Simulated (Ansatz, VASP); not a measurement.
**Two plane-wave programs on TaN**

```xyz
2
Lattice="2.7323 0.0000 0.0000 0.0000 2.7323 0.0000 0.0000 0.0000 2.7323" Properties=species:S:1:pos:R:3 pbc="T T T"
Ta    0.0000    0.0000    0.0000
N     1.3662    1.3662    1.3662
```

The cell comes from a database or a generator and needn't be the stable form of this composition.

Alike in both runs: task relaxation of cell and atoms; functional PBEsol; k mesh 10 × 10 × 10; occupations fermi-dirac, width 0.05 eV; no spin polarisation.

|  | VASP | Ansatz |
| --- | --- | --- |
| version | VASP 6.6.1 | Ansatz 0.2.0 |
| potentials or method | VASP PAW PBE potentials, release 64 (Ta_pv, N) | Ansatz PAW |
| plane-wave cutoff (eV) | 600 | 420 |
| valence electrons in the cell | 16 | 18 |

VASP gave:

* gap on the k mesh at the Fermi level, each at its own relaxed structure (eV): none
* relaxed volume (Å³/atom): 10.09
* relaxed cell length with the largest relative difference (Å): 2.723
* energy change over the relaxation (meV/atom): -1

Q: Estimate Ansatz's values.

A: gap on the k mesh at the Fermi level, each at its own relaxed structure (eV): none; relaxed volume (Å³/atom): 10.06; relaxed cell length with the largest relative difference (Å): 2.720; energy change over the relaxation (meV/atom): -2.

A gap of «none» marks a metal or a gap that the smearing closes. The two sets of potentials don't hold the same shells in valence.

Caveats: the PAW data sets were made with another functional, which shifts forces and pressure a little (VASP); the plane-wave basis is chosen anew once the cell has moved, so the energies of steps on either side of that aren't comparable (Ansatz); the pressure holds a Pulay correction of +0.5 GPa for the finite cutoff (Ansatz); the PAW data sets come from PBE, with cores solved anew for the run's functional, which leaves a small shift of forces and pressure (Ansatz). The runs have no spin-orbit coupling, so splittings on Ta are missing.
